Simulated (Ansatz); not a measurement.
Crystal: CdO (Monteponite).

```
CELL_PARAMETERS angstrom
0.00000 2.34950 2.34950
2.34950 0.00000 2.34950
2.34950 2.34950 0.00000
ATOMIC_POSITIONS crystal
Cd 0.00000 0.00000 0.00000
O 0.50000 0.50000 0.50000
```

Base run:

| Item | Value |
| --- | --- |
| Program | Ansatz 0.2.0 |
| Functional | PBEsol |
| Potentials or basis | Ansatz PAW |
| Cutoff | 420 eV (not typed: the program's choice for these potentials) |
| k mesh | 7 × 7 × 7 |
| Occupations | fermi-dirac, width 0.05 eV |
| Spin | spin-orbit coupling, no magnetisation |

Its results: band gap on the k mesh none (metal or under the smearing width); pressure -0.8 GPa.

Q: The run is repeated on the same cell with these changes: functional from PBEsol to HSE06; k mesh from 7 × 7 × 7 to 4 × 4 × 4. What comes out?

A: Band gap on the k mesh 0.92 eV, indirect (least direct gap 2.29 eV); pressure 0.6 GPa.

Several settings changed at once, so the effect can't be laid on one alone.

Caveats: some runs use coarse meshes; the PAW data sets come from PBE, with cores solved anew for the run's functional, which leaves a small shift of forces and pressure; this crystal is a semiconductor, whose small gap the functional closes, so the metal is an error of the method (some runs); the thresholds are loose for stress (some runs).

A k mesh can miss the band edges.
